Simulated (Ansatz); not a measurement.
# C: the cost of one run

Program: Ansatz 0.2.0. Level of theory: DFT PBEsol, scalar-relativistic, plane waves, PAW. These are calculated values, not measurements.

**1. The starting structure**

Symmetry: R-3m, No. 166, trigonal system. Conventional cell: a = 3.051 Å, b = 3.051 Å, c = 8.486 Å, α = 90.00°, β = 90.00°, γ = 120.00°. Around C (site symmetry 3m) lie 3 C at 2.04 Å.

As a file:

```xyz
2
Lattice="1.5255 0.8807 2.8288 -1.5255 0.8807 2.8288 0.0000 -1.7615 2.8288" Properties=species:S:1:pos:R:3 pbc="T T T"
C     0.0000    0.0000    1.9310
C     0.0000    0.0000    6.5554
```

This is candidate A: grey arsenic (A7) type (R-3m, No. 166).

(A quick probe on a coarse mesh, which set the mesh and smearing, is not shown.)

**3. Rough relaxation on the coarse mesh (candidate A)**

input.yaml reads:

```yaml
crystal:
  lattice:
    - [1.5254665541, 0.8807285256, 2.8287948316]
    - [-1.5254665541, 0.8807285256, 2.8287948316]
    - [0.0, -1.7614570513, 2.8287948316]
  atoms:
    - { symbol: C, position: [0.22754, 0.22754, 0.22754] }
    - { symbol: C, position: [0.77246, 0.77246, 0.77246] }
basis:
  ecutwfc: 420
kpoints:
  mp_grid: { grid: [6, 6, 6] }
hamiltonian:
  xc: pbesol
scf:
  occupations: { method: gaussian, width: 0.1 }
  lower_state_search: "off"
output:
  forces: true
  stress: true
  eigenvalues: true
relax:
  adjacent_minimum: "off"
  f_tol: 0.04
  max_steps: 70
  cell: { stress_tol: 0.4 }
```

What time and memory should one allow on 1 thread of an x86-64 CPU, shared host?

About 5.2 s, with a peak of 0.29 GiB.
